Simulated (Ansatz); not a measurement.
# Sb in Ansatz: the effect of functional

Crystal: Sb.

```
Sb
1.0
    -1.87134    1.87134    1.87134
     1.87134   -1.87134    1.87134
     1.87134    1.87134   -1.87134
Sb
1
Direct
  0.00000 0.00000 0.00000
```

This isn't the form of Sb at room conditions, which is rhombohedral.

Alike in all runs:

| Property | Result |
| --- | --- |
| Program | Ansatz 0.2.0 |
| Task | band structure |
| Potentials or basis | Ansatz PAW |
| k mesh | 10 × 10 × 10 |
| Occupations | fermi-dirac, width 0.05 eV |
| Spin | no spin polarisation |

```csv
functional,cutoff,pressure (GPa)
LDA,420 eV (not typed: the program's choice for these potentials),-1.2
PBE,420 eV (not typed: the program's choice for these potentials),3.2
PBEsol,420 eV (not typed: the program's choice for these potentials),?
RPBE,420 eV (not typed: the program's choice for these potentials),4.6
revPBE,420 eV (not typed: the program's choice for these potentials),4.2
BLYP,420 eV (not typed: the program's choice for these potentials),9.0
r2SCAN,500 eV (not typed: the program's choice for these potentials),2.5
```

Q: What does the run with functional PBEsol give?

A: Pressure 0.0 GPa.

Caveats: the PAW data sets come from PBE, with cores solved anew for the run's functional, which leaves a small shift of forces and pressure (some runs).
